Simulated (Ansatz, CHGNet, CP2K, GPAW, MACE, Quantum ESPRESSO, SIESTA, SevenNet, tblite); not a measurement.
**A faulty CP2K run on NbH2(331) slab (72 atoms)**

Program: CP2K 2026.2, a calculation on a cell of 24 Nb and 48 H, with vacuum.

Input file input.inp:

```
&GLOBAL
  PROJECT cell
  RUN_TYPE ENERGY_FORCE
  PRINT_LEVEL LOW
&END GLOBAL
&FORCE_EVAL
  METHOD QS
  &DFT
    BASIS_SET_FILE_NAME BASIS_MOLOPT_UZH
    POTENTIAL_FILE_NAME POTENTIAL_UZH
    &MGRID
      CUTOFF 600
      REL_CUTOFF 50
      NGRIDS 5
    &END MGRID
    &QS
      EPS_DEFAULT 1.0E-05
    &END QS
    &SCF
      SCF_GUESS ATOMIC
      EPS_SCF 1.0E-06
      MAX_SCF 25
      ADDED_MOS 36
      &DIAGONALIZATION
        ALGORITHM STANDARD
      &END DIAGONALIZATION
      &SMEAR ON
        METHOD FERMI_DIRAC
        ELECTRONIC_TEMPERATURE [K] 580
      &END SMEAR
      &MIXING
        METHOD BROYDEN_MIXING
        ALPHA 0.15
        NBROYDEN 8
      &END MIXING
      &PRINT
        &RESTART OFF
        &END RESTART
      &END PRINT
    &END SCF
    &XC
      &XC_FUNCTIONAL PBE
      &END XC_FUNCTIONAL
    &END XC
    &PRINT
      &MULLIKEN ON
      &END MULLIKEN
      &HIRSHFELD ON
        SHAPE_FUNCTION DENSITY
      &END HIRSHFELD
      &MO ON
        EIGENVALUES T
        OCCUPATION_NUMBERS T
        MO_INDEX_RANGE 169 192
        &EACH
          QS_SCF 0
        &END EACH
        ADD_LAST NUMERIC
      &END MO
    &END PRINT
  &END DFT
  &SUBSYS
    &CELL
      A 9.67958 0.00000 0.00000
      B -1.61326 7.03206 0.00000
      C 0.00000 0.00000 21.85118
    &END CELL
    &COORD
      SCALED
      Nb 0.00085 0.98760 0.33244
      H 0.86088 0.14494 0.32145
      H 0.80672 0.83193 0.34394
      Nb 0.89250 0.36143 0.38133
      H 0.75170 0.51424 0.36670
      H 0.69944 0.19786 0.39247
      Nb 0.78950 0.72400 0.42848
      H 0.98207 0.88233 0.41656
      H 0.93116 0.56655 0.43913
      Nb 0.68944 0.08367 0.47511
[... 58 atom lines left out ...]
      H 0.17124 0.04004 0.63181
      Nb 0.26528 0.55947 0.67054
      H 0.12677 0.72141 0.65687
      H 0.06870 0.40415 0.67712
    &END COORD
    &KIND Nb
      BASIS_SET DZVP-MOLOPT-PBE-GTH-q13
      POTENTIAL GTH-PBE-q13
    &END KIND
    &KIND H
      BASIS_SET DZVP-MOLOPT-PBE-GTH-q1
      POTENTIAL GTH-PBE-q1
    &END KIND
  &END SUBSYS
  &PRINT
    &FORCES ON
    &END FORCES
  &END PRINT
&END FORCE_EVAL
```

Started as:

```bash
$ OMP_NUM_THREADS=1 mpirun -np 4 cp2k.psmp -i input.inp > output.txt
```

The log of the run:

```text
CP2K| version string:                                       CP2K version 2026.2
 CP2K| Input file name                                                 input.inp
 GLOBAL| Basis set file name                                    BASIS_MOLOPT_UZH
 GLOBAL| Potential file name                                       POTENTIAL_UZH
 GLOBAL| Run type                                                   ENERGY_FORCE
 GLOBAL| Total number of message passing processes                             4
 GLOBAL| Number of threads for this process                                    1
 TOTAL NUMBERS AND MAXIMUM NUMBERS
  Total number of            - Atomic kinds:                                   2
                             - Atoms:                                         72
                             - Shell sets:                                    72
                             - Shells:                                       336
                             - Primitive Cartesian functions:                384
                             - Cartesian basis functions:                    984
                             - Spherical basis functions:                    864
  Maximum angular momentum of- Orbital basis functions:                        3
                             - Local part of the GTH pseudopotential:          2
                             - Non-local part of the GTH pseudopotential:      4
 SCF PARAMETERS         Density guess:                                    ATOMIC
                        max_scf:                                              25
                        eps_scf:                                        1.00E-06
                        added MOs                                        36    0
                        Mixing method:                            BROYDEN_MIXING
                                                charge density mixing in g-space
                        Smear method:                                FERMI_DIRAC
                        Electronic temperature [K]:                        580.0
                        Electronic temperature [a.u.]:                  1.84E-03
                        Accuracy threshold:                             1.00E-10
 *   ___                                                                       *
 *  /   \                                                                      *
 * [ABORT]                                                                     *
 *  \___/    Cholesky decompose failed: the matrix is not positive definite or *
 *    |                              ill-conditioned.                          *
 *  O/|                                                                        *
 * /| |                                                                        *
```

Run time: 1.5 s. Hardware: 4 MPI ranks of Arm Neoverse V1, shared host; peak memory 1.6 GiB.

Banners, paths, timers and routine set-up lines are dropped from the logs unmarked, and long logs keep their key lines alone; longer cuts are marked.

Q: Name the fault.

Integrals screened far too loosely: EPS_DEFAULT 1e-05.

The run ended with an error.

[Also dropped from logs without a mark: logging warnings of Python, and SIESTA's first energy breakdown and zero terms.]

[Logs are printed without paths, hosts, clocks, repeated set-up lines and the standing remarks that a program may print on its own settings, such as how far it seeks lower states.]

[Hosts, paths, dates, database ids (printed as entryN), source tags and the programs' standing remarks are cut or masked in the printed files.]
